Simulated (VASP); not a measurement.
# AgCl (Chlorargyrite) (Fm-3m) in VASP: notebook, part 3 of 4

VASP 6.6.1. Earlier steps stand in the parts before.

### Step 4. Optical spectrum, r2SCAN+D3(BJ), spin-orbit coupling, no magnetisation

Contents of INCAR:

```
PREC = Accurate
ENCUT = 900
EDIFF = 1E-6
ISMEAR = 0
SIGMA = 0.01
LREAL = F
LASPH = T
NELM = 80
ALGO = Normal
ISIF = 2
LWAVE = F
LCHARG = F
LNONCOLLINEAR = T
MAGMOM = 0 0 0 0 0 0
LORBIT = 11
LSORBIT = T
GGA_COMPAT = F
LMAXMIX = 4
METAGGA = R2SCAN
LMIXTAU = T
IVDW = 12
VDW_S6 = 1.0
VDW_S8 = 0.78981345
VDW_A1 = 0.49484001
VDW_A2 = 5.73083694
LOPTICS = T
NBANDS = 82
NEDOS = 1000
CSHIFT = 0.05
```

Contents of KPOINTS:

```
Automatic mesh
0
Gamma
  6 6 6
```

Contents of POSCAR:

```
AgCl
1.0
    0.0000000000      2.7350000000      2.7350000000
    2.7350000000      0.0000000000      2.7350000000
    2.7350000000      2.7350000000      0.0000000000
Ag Cl
1 1
Direct
    0.0000000000      0.0000000000      0.0000000000
    0.5000000000      0.5000000000      0.5000000000
```

Potentials or basis: VASP PAW PBE potentials, release 64 (Ag, Cl_h).

Started as:

```
$ cat potpaw_PBE.64/Ag/POTCAR potpaw_PBE.64/Cl_h/POTCAR > POTCAR
$ mpirun -np 1 vasp_ncl > vasp.out
```

OUTCAR:

```text
PREC = Accurate
   ENCUT = 900
   EDIFF = 1E-6
   ISMEAR = 0
   LREAL = F
   LASPH = T
   NELM = 80
   ISIF = 2
   LNONCOLLINEAR = T
   LORBIT = 11
   LSORBIT = T
   METAGGA = R2SCAN
   IVDW = 12
 IVDW          = 12

 ion  position               nearest neighbor table
   1  0.000  0.000  0.000-   2 2.73   2 2.73   2 2.73   2 2.73   2 2.73   2 2.73
   2  0.500  0.500  0.500-   1 2.73   1 2.73   1 2.73   1 2.73   1 2.73   1 2.73

  LATTYP: Found a face centered cubic cell.
 ALAT       =     5.4700000000

  Lattice vectors:

 A1 = (   0.0000000000,   2.7350000000,   2.7350000000)
 A2 = (   2.7350000000,   0.0000000000,   2.7350000000)
 A3 = (   2.7350000000,   2.7350000000,   0.0000000000)

Analysis of symmetry for initial positions (statically):
=====================================================================
 Subroutine PRICEL returns:
 Original cell was already a primitive cell.

 Routine SETGRP: Setting up the symmetry group for a
 face centered cubic supercell.

 Subroutine GETGRP returns: Found 48 space group operations
 (whereof 48 operations were pure point group operations)
 out of a pool of 48 trial point group operations.

The static configuration has the point symmetry O_h .

Analysis of symmetry for dynamics (positions and initial velocities):
=====================================================================
 Subroutine PRICEL returns:
 Original cell was already a primitive cell.

 Routine SETGRP: Setting up the symmetry group for a
 face centered cubic supercell.

 Subroutine GETGRP returns: Found 48 space group operations
 (whereof 48 operations were pure point group operations)
 out of a pool of 48 trial point group operations.

The dynamic configuration has the point symmetry O_h .

Analysis of structural, dynamic, and magnetic symmetry:
=====================================================================
 Subroutine PRICEL returns:
 Original cell was already a primitive cell.

 Routine SETGRP: Setting up the symmetry group for a
 face centered cubic supercell.

 Subroutine GETGRP returns: Found 48 space group operations
 (whereof 48 operations were pure point group operations)
 out of a pool of 48 trial point group operations.

The overall configuration has the point symmetry O_h .

 Subroutine INISYM returns: Found 48 space group operations
 (whereof 48 operations are pure point group operations),
 and found     1 'primitive' translations

----------------------------------------------------------------------------------------

                                     Primitive cell

[... 717 lines left out ...]
     1.48850     0.00000     0.00000     0.00000    -0.00000     0.00000     0.00000
     2.23275     0.00000     0.00000     0.00000    -0.00000     0.00000     0.00000
     2.97701     0.00000     0.00000     0.00000    -0.00000     0.00000     0.00000
     3.72126     0.00000     0.00000     0.00000    -0.00000     0.00000     0.00000
[... 92 lines left out ...]
    72.93663     0.00000     0.00000     0.00000    -0.00000     0.00000     0.00000
    73.68088     0.00000     0.00000     0.00000    -0.00000     0.00000     0.00000

  frequency dependent      REAL DIELECTRIC FUNCTION (independent particle, no local field effects) density-density
     E(ev)        X           Y           Z          XY          YZ          ZX
  --------------------------------------------------------------------------------------------------------------
     0.00000     4.72721     4.72721     4.72721    -0.00000    -0.00000     0.00000
     0.74425     4.77399     4.77399     4.77399    -0.00000    -0.00000     0.00000
     1.48850     4.92679     4.92679     4.92679    -0.00000    -0.00000     0.00000
     2.23275     5.23556     5.23556     5.23556    -0.00000    -0.00000     0.00000
     2.97701     5.86642     5.86642     5.86642    -0.00000    -0.00000     0.00000
     3.72126     8.08014     8.08014     8.08014    -0.00000     0.00000     0.00000
[... 92 lines left out ...]
    72.93663     0.89514     0.89514     0.89514     0.00000    -0.00000    -0.00000
    73.68088     0.89759     0.89759     0.89759     0.00000    -0.00000    -0.00000

  frequency dependent IMAGINARY DIELECTRIC FUNCTION (independent particle, no local field effects) current-current
     E(ev)      X         Y         Z        XY        YZ        ZX
  --------------------------------------------------------------------------------------------------------------
     0.00000     0.00000     0.00000     0.00000    -0.00000    -0.00000    -0.00000
     0.74425    -0.00000    -0.00000    -0.00000    -0.00000    -0.00000     0.00000
     1.48850    -0.00000    -0.00000    -0.00000    -0.00000    -0.00000     0.00000
     2.23275     0.00000     0.00000     0.00000    -0.00000    -0.00000     0.00000
     2.97701    -0.00000    -0.00000    -0.00000    -0.00000    -0.00000     0.00000
     3.72126     0.00000     0.00000     0.00000    -0.00000    -0.00000    -0.00000
[... 92 lines left out ...]
    72.93663    -0.00000    -0.00000    -0.00000    -0.00000    -0.00000     0.00000
    73.68088    -0.00000    -0.00000    -0.00000    -0.00000    -0.00000     0.00000

  frequency dependent      REAL DIELECTRIC FUNCTION (independent particle, no local field effects) current-current
     E(ev)        X           Y           Z          XY          YZ          ZX
  --------------------------------------------------------------------------------------------------------------
     0.00000     4.72323     4.72323     4.72323     0.00000    -0.00000     0.00000
     0.74425     4.76944     4.76944     4.76944     0.00000    -0.00000     0.00000
     1.48850     4.92184     4.92184     4.92184     0.00000    -0.00000     0.00000
     2.23275     5.22974     5.22974     5.22974     0.00000    -0.00000     0.00000
     2.97701     5.85854     5.85854     5.85854    -0.00000    -0.00000     0.00000
     3.72126     8.05862     8.05862     8.05862    -0.00000    -0.00000     0.00000
[... 92 lines left out ...]
    72.93663     0.89515     0.89515     0.89515    -0.00000    -0.00000    -0.00000
    73.68088     0.89760     0.89760     0.89760    -0.00000    -0.00000    -0.00000

 Spin-Orbit-Coupling matrix elements

 Ion:    1  E_soc:     -0.0360394
 l=   1
     0.0000000    -0.0007879    -0.0007879
    -0.0007879     0.0000000    -0.0007879
    -0.0007879    -0.0007879     0.0000000
 l=   2
     0.0000000    -0.0010711     0.0000000    -0.0010711    -0.0041475
    -0.0010711     0.0000000    -0.0031106    -0.0010711    -0.0010369
     0.0000000    -0.0031106     0.0000000    -0.0031106     0.0000000
    -0.0010711    -0.0010711    -0.0031106     0.0000000    -0.0010369
    -0.0041475    -0.0010369     0.0000000    -0.0010369     0.0000000
 l=   3
     0.0000000     0.0000000     0.0000000     0.0000000     0.0000000     0.0000000     0.0000000
     0.0000000     0.0000000     0.0000000     0.0000000     0.0000000     0.0000000     0.0000000
     0.0000000     0.0000000     0.0000000     0.0000000     0.0000000     0.0000000     0.0000000
     0.0000000     0.0000000     0.0000000     0.0000000     0.0000000     0.0000000     0.0000000
     0.0000000     0.0000000     0.0000000     0.0000000     0.0000000     0.0000000     0.0000000
     0.0000000     0.0000000     0.0000000     0.0000000     0.0000000     0.0000000     0.0000000
     0.0000000     0.0000000     0.0000000     0.0000000     0.0000000     0.0000000     0.0000000

 Ion:    2  E_soc:     -0.0033606
 l=   1
     0.0000000    -0.0005601    -0.0005601
    -0.0005601     0.0000000    -0.0005601
    -0.0005601    -0.0005601     0.0000000
 l=   2
     0.0000000     0.0000000     0.0000000     0.0000000     0.0000000
     0.0000000     0.0000000     0.0000000     0.0000000     0.0000000
     0.0000000     0.0000000     0.0000000     0.0000000     0.0000000
     0.0000000     0.0000000     0.0000000     0.0000000     0.0000000
     0.0000000     0.0000000     0.0000000     0.0000000     0.0000000
 l=   3
     0.0000000     0.0000000     0.0000000     0.0000000     0.0000000     0.0000000     0.0000000
     0.0000000     0.0000000     0.0000000     0.0000000     0.0000000     0.0000000     0.0000000
     0.0000000     0.0000000     0.0000000     0.0000000     0.0000000     0.0000000     0.0000000
     0.0000000     0.0000000     0.0000000     0.0000000     0.0000000     0.0000000     0.0000000
     0.0000000     0.0000000     0.0000000     0.0000000     0.0000000     0.0000000     0.0000000
     0.0000000     0.0000000     0.0000000     0.0000000     0.0000000     0.0000000     0.0000000
     0.0000000     0.0000000     0.0000000     0.0000000     0.0000000     0.0000000     0.0000000

 total charge

# of ion       s       p       d       tot
------------------------------------------
    1        0.203   0.147   9.393   9.743
    2        1.115   2.202   0.000   3.317
--------------------------------------------------
tot          1.318   2.349   9.393  13.060

 magnetization (x)

# of ion       s       p       d       tot
------------------------------------------
    1        0.000   0.000   0.000   0.000
    2       -0.000   0.000   0.000  -0.000
--------------------------------------------------
tot         -0.000   0.000   0.000   0.000

 magnetization (y)

# of ion       s       p       d       tot
------------------------------------------
    1        0.000  -0.000  -0.000  -0.000
    2       -0.000   0.000   0.000  -0.000
--------------------------------------------------
tot         -0.000  -0.000  -0.000  -0.000

 magnetization (z)

# of ion       s       p       d       tot
------------------------------------------
    1        0.000   0.000   0.000   0.000
    2       -0.000   0.000   0.000   0.000
--------------------------------------------------
tot         -0.000   0.000   0.000   0.000
```

stdout:

```text
POSCAR found type information on POSCAR AgCl
 POSCAR found :  2 types and       2 ions
 scaLAPACK will be used
 -----------------------------------------------------------------------------
[... 104 lines left out ...]
 onal to |phi(0)> (1.764758415536156E-002,2.542901461195881E-002)
 LRF_COMMUTATOR internal error: the vector H(1)-e(1) S(1) |phi(0)> is not orthog
 onal to |phi(0)> (4.098348318054168E-003,1.923311373840997E-003)
 LRF_COMMUTATOR internal error: the vector H(1)-e(1) S(1) |phi(0)> is not orthog
 onal to |phi(0)> (8.685717903114686E-003,-3.845287670050310E-003)
 LRF_COMMUTATOR internal error: the vector H(1)-e(1) S(1) |phi(0)> is not orthog
 onal to |phi(0)> (6.027981186889449E-003,1.792242471928543E-003)
 LRF_COMMUTATOR internal error: the vector H(1)-e(1) S(1) |phi(0)> is not orthog
 onal to |phi(0)>
```

Wall time 15 min (1 thread of Intel Xeon 6975P-C (Granite Rapids), shared host); peak memory 0.7 GiB.

Results:

```
Free energy                                           : -28.9781 eV
Pressure                                              : 1.0 GPa
Valence electrons inside the program's atomic spheres : Ag 9.74; Cl 3.32
Dispersion energy per atom                            : -0.162 eV
```

Dielectric function (mean over the directions given):
| energy (eV) | real part | imaginary part |
| --- | --- | --- |
| 0.30 | 4.73 | 0.00 |
| 0.74 | 4.77 | 0.00 |
| 1.27 | 4.87 | 0.00 |
| 1.79 | 5.03 | 0.00 |
| 2.31 | 5.28 | 0.00 |
| 2.75 | 5.62 | 0.00 |
| 3.27 | 6.34 | 0.00 |
| 3.80 | 8.85 | 0.00 |
| 4.32 | 6.74 | 10.19 |
| 4.76 | 4.66 | 0.07 |
| 5.28 | 7.51 | 9.21 |
| 5.81 | -1.40 | 5.89 |
| 6.33 | 3.24 | 4.09 |
| 6.85 | 1.96 | 7.00 |
| 7.29 | 3.09 | 1.79 |
| 7.81 | -0.03 | 3.28 |
| 8.34 | 1.54 | 3.45 |
| 8.86 | -0.27 | 8.94 |
| 9.30 | 3.16 | 4.25 |
| 9.82 | 1.47 | 0.48 |
| 10.35 | 0.58 | 1.50 |
| 10.87 | -1.32 | 3.51 |
| 11.31 | 1.09 | 5.17 |
| 11.83 | 0.32 | 4.30 |
| 12.35 | 0.47 | 2.55 |
| 12.88 | -0.61 | 5.33 |
| 13.40 | -0.80 | 2.31 |
| 13.84 | -0.51 | 2.62 |
| 14.36 | -0.96 | 1.62 |
| 14.88 | 0.04 | 1.63 |
| 15.41 | 0.01 | 0.92 |
| 15.85 | -0.40 | 1.56 |
| 16.37 | 0.15 | 1.09 |
| 16.89 | -0.07 | 0.92 |
| 17.42 | -0.03 | 0.64 |
| 17.86 | -0.15 | 1.50 |
| 18.38 | 0.36 | 0.37 |
| 18.90 | 0.39 | 0.59 |
| 19.43 | 0.28 | 3.01 |
| 19.95 | 0.85 | 1.21 |

Caveat: spectra need much finer meshes, so this one isn't converged; independent-particle spectra lack excitons; the PAW data sets were made with another functional, which shifts forces and pressure a little.

[end of part 3 of 4]
